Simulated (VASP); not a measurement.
# CaSe (Fm-3m) in VASP: further runs

Runs on CaSe. Level: r2SCAN. Tasks: single point.

All numbers are computed with VASP 6.6.1; they aren't measurements. Logs are shortened: lines on timing, memory, paths and dates and some standing lists are left out, and cuts for length are marked.

## 1. Starting point

It takes space group Fm-3m (No. 225, cubic). Conventional cell: a = 5.912 Å, b = 5.912 Å, c = 5.912 Å, α = 90.00°, β = 90.00°, γ = 90.00°. Around Se (site symmetry m-3m) lie 6 Ca at 2.96 Å. Around Ca (site symmetry m-3m) lie 6 Se at 2.96 Å.

## 2. Single point, r2SCAN

INCAR

```
SYSTEM = CaSe
PREC = Accurate
ENCUT = 350
EDIFF = 1E-6
ISMEAR = 0
SIGMA = 0.05
LREAL = .FALSE.
LASPH = .TRUE.
NELM = 100
ALGO = Normal
ISIF = 2
LWAVE = .FALSE.
LCHARG = .FALSE.
METAGGA = R2SCAN
LMIXTAU = .TRUE.
ADDGRID = .FALSE.
```

KPOINTS

```
regular mesh
0
G
  10 10 10
  0 0 0
```

POSCAR

```
CaSe
1.0
    0.0000000000      2.9560000000      2.9560000000
    2.9560000000      0.0000000000      2.9560000000
    2.9560000000      2.9560000000      0.0000000000
Se Ca
1 1
Direct
    0.5137070000      0.4880300000      0.5023060000
    0.0084580000     -0.0027510000     -0.0091450000
```

Potentials or basis: VASP PAW PBE potentials, release 64 (Se, Ca_sv).

Started as:

```console
cat potpaw_PBE.64/Se/POTCAR potpaw_PBE.64/Ca_sv/POTCAR > POTCAR
mpirun -np 1 vasp_std > vasp.out
```

OUTCAR:

```text
SYSTEM = CaSe
   PREC = Accurate
   ENCUT = 350
   EDIFF = 1E-6
   ISMEAR = 0
   LREAL = .FALSE.
   LASPH = .TRUE.
   NELM = 100
   ISIF = 2
   METAGGA = R2SCAN

 Found    504 irreducible k-points:

 Following reciprocal coordinates:
            Coordinates               Weight
  0.000000  0.000000  0.000000      1.000000
  0.100000  0.000000  0.000000      2.000000
  0.000000  0.100000  0.000000      2.000000
  0.000000  0.000000  0.100000      2.000000
  0.100000  0.100000  0.100000      2.000000
  0.200000  0.000000  0.000000      2.000000
   k-points           NKPTS =    504   k-points in BZ     NKDIM =    504   number of bands    NBANDS=     12
   number of dos      NEDOS =    301   number of ions     NIONS =      2
   total plane-waves  NPLWV =  21952
   dimension x,y,z NGX =    28 NGY =   28 NGZ =   28
   dimension x,y,z NGXF=    56 NGYF=   56 NGZF=   56
   ions per type =               1   1
   NGX,Y,Z   is equivalent  to a cutoff of  11.13, 11.13, 11.13 a.u.
   NGXF,Y,Z  is equivalent  to a cutoff of  22.27, 22.27, 22.27 a.u.
 SYSTEM =  CaSe
   PREC   = accura    normal or accurate (medium, high low for compatibility)
   ISTART =      0    job   : 0-new  1-cont  2-samecut
   ICHARG =      2    charge: 1-file 2-atom 10-const
   ISPIN  =      1    spin polarized calculation?
   LNONCOLLINEAR =      F non collinear calculations
   LSORBIT =      F    spin-orbit coupling
   LASPH  =      T    aspherical Exc in radial PAW
   ENCUT  =  350.0 eV  25.72 Ry    5.07 a.u.   6.38  6.38  6.38*2*pi/ulx,y,z
   NELM   =    100;   NELMIN=  2; NELMDL= -5     # of ELM steps
   EDIFF  = 0.1E-05   stopping-criterion for ELM
   LREAL  =      F    real-space projection
   EDIFFG = 0.1E-04   stopping-criterion for IOM
   NSW    =      0    number of steps for IOM
   IBRION =     -1    ionic relax: 0-MD 1-quasi-New 2-CG
   NFREE  =      0    steps in history (QN), initial steepest desc. (CG)
   ISIF   =      2    stress and relaxation
   ISYM   =      2    0-nonsym 1-usesym 2-fastsym
   POTIM  = 0.5000    time-step for ionic-motion
   TEBEG  =    0.0;   TEEND  =   0.0 temperature during run
   PSTRESS=    0.0 pullay stress
   NELECT =      16.0000    total number of electrons
   NUPDOWN=      -1.0000    fix difference up-down
   EMIN   =  10.00;   EMAX   =-10.00  energy-range for DOS
   EFERMI =   0.00;   METHOD = LEGACY
   ISMEAR =     0;   SIGMA  =   0.05  broadening in eV -4-tet -1-fermi 0-gaus
   EFERMI_NEDOS =   21; number of points for ismear=-14 and -15
   IALGO  =     38    algorithm
   IMIX   =      4    mixing-type and parameters
     AMIX     =   0.40;   BMIX     =  1.00
     AMIX_MAG =   1.60;   BMIX_MAG =  1.00
  volume/ion in A,a.u.               =      25.83       174.30
  Fermi-wavevector in a.u.,A,eV,Ry     =   1.107645  2.093145 16.692666  1.226876
  Thomas-Fermi vector in A             =   2.244161
   LORBIT       =      0    0 simple, 1 ext, 2 COOP (PROOUT), +10 PAW based schemes
   METAGGA = R2SCAN    functional components
   LHFCALC =     F    Hartree Fock is set to
   AEXX    =    0.0000 exact exchange contribution
   IVDW    =     0    specifies the selected vdW correction
   LEPSILON=     F    determine dielectric tensor
   LRPA    =     F    only Hartree local field effects (RPA)
 non-spin polarized calculation
 Gauss-broadening in eV      SIGMA  =   0.05
  energy-cutoff  :      350.00
  volume of cell :       51.66
 maximum number of plane-waves:       785
 NGX is ok and might be reduce to    28
   NGX = 13   NGY = 13   NGZ = 13

 number of electron      15.9999999 magnetization

 Free energy of the ion-electron system (eV)
  ---------------------------------------------------
  ext. energy  EPLUGINS =         0.00000000
  ---------------------------------------------------
  free energy    TOTEN  =       -25.97195626 eV

  energy without entropy =      -25.97195626  energy(sigma->0) =      -25.97195626

 E-fermi :   2.5401     XC(G=0):  -9.5871

 val. band max:        2.1897879231   @ k =   0.0000   0.0000   0.0000
 cond. band min:       4.6858151148   @ k =   0.5000   0.0000   0.5000
 fundamental gap:      2.4960271917
 Fermi energy:         2.5400914664

 k-point     1 :       0.0000    0.0000    0.0000
  band No.  band energies     occupation
      1     -39.0927      2.00000
      2     -19.2057      2.00000
      3     -19.2051      2.00000
      4     -19.2050      2.00000
      5     -10.0055      2.00000
      6       2.1879      2.00000
      7       2.1896      2.00000
      8       2.1898      2.00000
      9       6.3444      0.00000
     10       6.4241      0.00000
     11       6.4293      0.00000
     12       6.4309      0.00000

 k-point     2 :       0.1000    0.0000    0.0000
  band No.  band energies     occupation
      1     -39.0921      2.00000
      2     -19.2169      2.00000
      3     -19.2063      2.00000
      4     -19.2058      2.00000
      5      -9.9428      2.00000
      6       1.6888      2.00000
      7       2.0349      2.00000
      8       2.0377      2.00000
      9       6.3966      0.00000
     10       6.5699      0.00000
     11       6.5707      0.00000
     12       6.9421      0.00000

 k-point     3 :       0.0000    0.1000    0.0000
  band No.  band energies     occupation
      1     -39.0921      2.00000
      2     -19.2170      2.00000
      3     -19.2061      2.00000
      4     -19.2058      2.00000
      5      -9.9428      2.00000
      6       1.6898      2.00000
      7       2.0344      2.00000
      8       2.0366      2.00000
      9       6.3981      0.00000
     10       6.5682      0.00000
     11       6.5721      0.00000
     12       6.9453      0.00000

 k-point     4 :       0.0000    0.0000    0.1000
  band No.  band energies     occupation
      1     -39.0921      2.00000
      2     -19.2170      2.00000
      3     -19.2061      2.00000
      4     -19.2058      2.00000
      5      -9.9428      2.00000
      6       1.6906      2.00000
      7       2.0345      2.00000
      8       2.0352      2.00000
      9       6.3993      0.00000
     10       6.5682      0.00000
     11       6.5717      0.00000
     12       6.9481      0.00000

 k-point     5 :       0.1000    0.1000    0.1000
  band No.  band energies     occupation
      1     -39.0921      2.00000
      2     -19.2169      2.00000
      3     -19.2062      2.00000
      4     -19.2059      2.00000
      5      -9.9428      2.00000
      6       1.6893      2.00000
      7       2.0346      2.00000
      8       2.0371      2.00000
      9       6.3973      0.00000
     10       6.5686      0.00000
     11       6.5718      0.00000
     12       6.9437      0.00000

 k-point     6 :       0.2000    0.0000    0.0000
  band No.  band energies     occupation
      1     -39.0904      2.00000
      2     -19.2468      2.00000
      3     -19.2081      2.00000
      4     -19.2076      2.00000
      5      -9.7730      2.00000
      6       0.7130      2.00000
      7       1.6878      2.00000
      8       1.6900      2.00000
      9       6.4286      0.00000
     10       6.9350      0.00000
     11       6.9362      0.00000
     12       7.9928      0.00000

 [... further k-points ...]
[... 5 lines left out ...]
  --------------------------------------------------------------------------------------
  -------------------------------------------------------------------------------------
  Total        0.2530975      0.3088450      0.2556401     -0.0016694      0.0031020      0.0008477
  in kB        7.8497390      9.5787290      7.9285966     -0.0517747      0.0962075      0.0262916
  external PRESSURE =       8.4523549 kB  Pullay stress =       0.0000000 kB

 VOLUME and BASIS-vectors are now :
 -----------------------------------------------------------------------------
  energy-cutoff  :      350.00
  volume of cell :       51.66
      direct lattice vectors                 reciprocal lattice vectors
     0.000000000  2.956000000  2.956000000    -0.169147497  0.169147497  0.169147497
     2.956000000  0.000000000  2.956000000     0.169147497 -0.169147497  0.169147497
     2.956000000  2.956000000  0.000000000     0.169147497  0.169147497 -0.169147497

 POSITION                                       TOTAL-FORCE (eV/Angst)
 -----------------------------------------------------------------------------------
      2.92743      3.00333      2.96113        -0.022537     -0.170793      0.040083
      5.87684      2.95397      2.97287         0.022537      0.170793     -0.040083
 -----------------------------------------------------------------------------------
    total drift:                                0.000647      0.001709      0.001333

  FREE ENERGIE OF THE ION-ELECTRON SYSTEM (eV)
  ---------------------------------------------------
  free  energy   TOTEN  =       -25.9719562592 eV

  energy  without entropy=      -25.9719562592  energy(sigma->0) =      -25.97195626
```

Run time: 9.4 min. Hardware: 1 thread of Intel Xeon Platinum 8488C (Sapphire Rapids), shared host; peak memory 0.33 GiB.

The run converged, but some of its settings lie outside the range that counts as converged, so its numbers aren't taken as properties of the crystal.

What came out:

```yaml
Free_energy: -25.9720 eV
Pressure: 0.8 GPa
Largest_force: 0.177 eV/Å
Band_gap_on_the_k_mesh: 2.50 eV, indirect (least direct gap 3.44 eV)
```

Caveat: the PAW data sets were made with another functional, which shifts forces and pressure a little.

## 3. Single point, r2SCAN

INCAR: that of step 2 with these lines changed.

```diff
@@ -2,3 +2,3 @@
 PREC = Accurate
-ENCUT = 350
+ENCUT = 550
 EDIFF = 1E-6
```

KPOINTS

```
regular mesh
0
G
  8 8 8
  0 0 0
```

POSCAR

```
CaSe
1.0
    0.0000000000      2.9560000000      2.9560000000
    2.9560000000      0.0000000000      2.9560000000
    2.9560000000      2.9560000000      0.0000000000
Se Ca
1 1
Direct
    0.5000000000      0.5000000000      0.5000000000
    0.0000000000      0.0000000000      0.0000000000
```

Potentials or basis: VASP PAW PBE potentials, release 64 (Se, Ca_sv).

Started as:

```console
cat potpaw_PBE.64/Se/POTCAR potpaw_PBE.64/Ca_sv/POTCAR > POTCAR
mpirun -np 1 vasp_std > vasp.out
```

Wall time 43 s (1 thread of Intel Xeon Platinum 8488C (Sapphire Rapids), shared host); peak memory 0.19 GiB.

The run converged, but some of its settings lie outside the range that counts as converged, so its numbers aren't taken as properties of the crystal.

What came out:

- Free energy: -25.9774 eV
- Pressure: 0.9 GPa
- Band gap on the k mesh: 2.49 eV, indirect (least direct gap 3.44 eV)

Caveat: the PAW data sets were made with another functional, which shifts forces and pressure a little.

## 4. Single point, r2SCAN

INCAR is that of step 3.

KPOINTS is that of step 3.

POSCAR

```
CaSe
1.0
    0.0000000000      2.9560000000      2.9560000000
    2.9560000000      0.0000000000      2.9560000000
    2.9560000000      2.9560000000      0.0000000000
Se Ca
1 1
Direct
    0.5137070000      0.4880300000      0.5023060000
    0.0084580000     -0.0027510000     -0.0091450000
```

Potentials or basis: VASP PAW PBE potentials, release 64 (Se, Ca_sv).

Started as:

```console
cat potpaw_PBE.64/Se/POTCAR potpaw_PBE.64/Ca_sv/POTCAR > POTCAR
mpirun -np 1 vasp_std > vasp.out
```

OUTCAR:

```text
SYSTEM = CaSe
   PREC = Accurate
   ENCUT = 550
   EDIFF = 1E-6
   ISMEAR = 0
   LREAL = .FALSE.
   LASPH = .TRUE.
   NELM = 100
   ISIF = 2
   METAGGA = R2SCAN

 Found    260 irreducible k-points:

 Following reciprocal coordinates:
            Coordinates               Weight
  0.000000  0.000000  0.000000      1.000000
  0.125000  0.000000  0.000000      2.000000
  0.000000  0.125000  0.000000      2.000000
  0.000000  0.000000  0.125000      2.000000
  0.125000  0.125000  0.125000      2.000000
  0.250000  0.000000  0.000000      2.000000
   k-points           NKPTS =    260   k-points in BZ     NKDIM =    260   number of bands    NBANDS=     12
   number of dos      NEDOS =    301   number of ions     NIONS =      2
   total plane-waves  NPLWV =  32768
   dimension x,y,z NGX =    32 NGY =   32 NGZ =   32
   dimension x,y,z NGXF=    64 NGYF=   64 NGZF=   64
   ions per type =               1   1
   NGX,Y,Z   is equivalent  to a cutoff of  12.73, 12.73, 12.73 a.u.
   NGXF,Y,Z  is equivalent  to a cutoff of  25.45, 25.45, 25.45 a.u.
 SYSTEM =  CaSe
   PREC   = accura    normal or accurate (medium, high low for compatibility)
   ISTART =      0    job   : 0-new  1-cont  2-samecut
   ICHARG =      2    charge: 1-file 2-atom 10-const
   ISPIN  =      1    spin polarized calculation?
   LNONCOLLINEAR =      F non collinear calculations
   LSORBIT =      F    spin-orbit coupling
[... 71 lines left out ...]
     11       6.4280      0.00000
     12       6.4296      0.00000
[... 61 lines left out ...]
 k-point     6 :       0.2500    0.0000    0.0000
  band No.  band energies     occupation
      1     -39.0902      2.00000
      2     -19.2656      2.00000
      3     -19.2097      2.00000
      4     -19.2093      2.00000
      5      -9.6641      2.00000
      6       0.2245      2.00000
      7       1.5030      2.00000
      8       1.5050      2.00000
      9       6.4955      0.00000
     10       7.1805      0.00000
     11       7.1818      0.00000
     12       8.4577      0.00000

 [... further k-points ...]

------------------------ aborting loop because EDIFF is reached ----------------------------------------

  FORCE on cell =-STRESS in cart. coord.  units (eV):
  Direction    XX          YY          ZZ          XY          YZ          ZX
  --------------------------------------------------------------------------------------
  -------------------------------------------------------------------------------------
  Total        0.2777177      0.3332373      0.2798890     -0.0018679      0.0029664      0.0001582
  in kB        8.6133265     10.3352472      8.6806680     -0.0579317      0.0920016      0.0049080
  external PRESSURE =       9.2097473 kB  Pullay stress =       0.0000000 kB

 VOLUME and BASIS-vectors are now :
 -----------------------------------------------------------------------------
  energy-cutoff  :      550.00
  volume of cell :       51.66
      direct lattice vectors                 reciprocal lattice vectors
     0.000000000  2.956000000  2.956000000    -0.169147497  0.169147497  0.169147497
     2.956000000  0.000000000  2.956000000     0.169147497 -0.169147497  0.169147497
     2.956000000  2.956000000  0.000000000     0.169147497  0.169147497 -0.169147497

 POSITION                                       TOTAL-FORCE (eV/Angst)
 -----------------------------------------------------------------------------------
      2.92743      3.00333      2.96113        -0.022631     -0.170698      0.039963
      5.87684      2.95397      2.97287         0.022631      0.170698     -0.039963
 -----------------------------------------------------------------------------------
    total drift:                                0.001184      0.000977      0.001165

  FREE ENERGIE OF THE ION-ELECTRON SYSTEM (eV)
  ---------------------------------------------------
  free  energy   TOTEN  =       -25.9729621142 eV

  energy  without entropy=      -25.9729621142  energy(sigma->0) =      -25.97296211
```

OSZICAR:

```text
N       E                     dE             d eps       ncg     rms          rms(c)
DAV:   1     0.973393313586E+02    0.97339E+02   -0.81249E+03  6240   0.132E+03
DAV:   2    -0.228600957097E+02   -0.12020E+03   -0.11532E+03  6888   0.301E+02
DAV:   3    -0.285300479317E+02   -0.56700E+01   -0.55852E+01  8220   0.620E+01
DAV:   4    -0.289317813531E+02   -0.40173E+00   -0.40068E+00 11056   0.136E+01
DAV:   5    -0.289359148300E+02   -0.41335E-02   -0.41327E-02  7776   0.145E+00    0.403E+00
DAV:   6    -0.256692182827E+02    0.32667E+01   -0.23689E+00  8128   0.154E+01    0.311E+00
DAV:   7    -0.263463053168E+02   -0.67709E+00   -0.90790E-01  7128   0.113E+01    0.826E-01
DAV:   8    -0.260203088710E+02    0.32600E+00   -0.49994E-01  7816   0.793E+00    0.469E-01
DAV:   9    -0.259659177582E+02    0.54391E-01   -0.34133E-01  7132   0.670E+00    0.332E-01
DAV:  10    -0.259401216665E+02    0.25796E-01   -0.60667E-02  7032   0.286E+00    0.931E-02
DAV:  11    -0.259710090024E+02   -0.30887E-01   -0.23798E-02  6924   0.180E+00    0.982E-02
DAV:  12    -0.259717786123E+02   -0.76961E-03   -0.35090E-03  7972   0.631E-01    0.702E-02
DAV:  13    -0.259729081597E+02   -0.11295E-02   -0.12316E-03  7360   0.369E-01    0.228E-02
DAV:  14    -0.259729256836E+02   -0.17524E-04   -0.15256E-04  7736   0.139E-01    0.169E-02
DAV:  15    -0.259728299973E+02    0.95686E-04   -0.34816E-05  7728   0.780E-02    0.101E-02
DAV:  16    -0.259729490562E+02   -0.11906E-03   -0.44123E-05  7224   0.860E-02    0.363E-03
DAV:  17    -0.259729620175E+02   -0.12961E-04   -0.14910E-05  7920   0.452E-02    0.244E-03
DAV:  18    -0.259729621142E+02   -0.96672E-07   -0.29306E-07  5348   0.534E-03
   1 F= -.25972962E+02 E0= -.25972962E+02  d E =-.225462E-20
```

Wall time 5 min (1 thread of Intel Xeon Platinum 8488C (Sapphire Rapids), shared host); peak memory 0.35 GiB.

These settings aren't checked as converged: the numbers below hold their error.

What came out:

- Free energy: -25.9730 eV
- Pressure: 0.9 GPa
- Largest force: 0.177 eV/Å
- Band gap on the k mesh: 2.50 eV, indirect (least direct gap 3.44 eV)

Caveat: the PAW data sets were made with another functional, which shifts forces and pressure a little.

(Continued in part 2 of 2.)
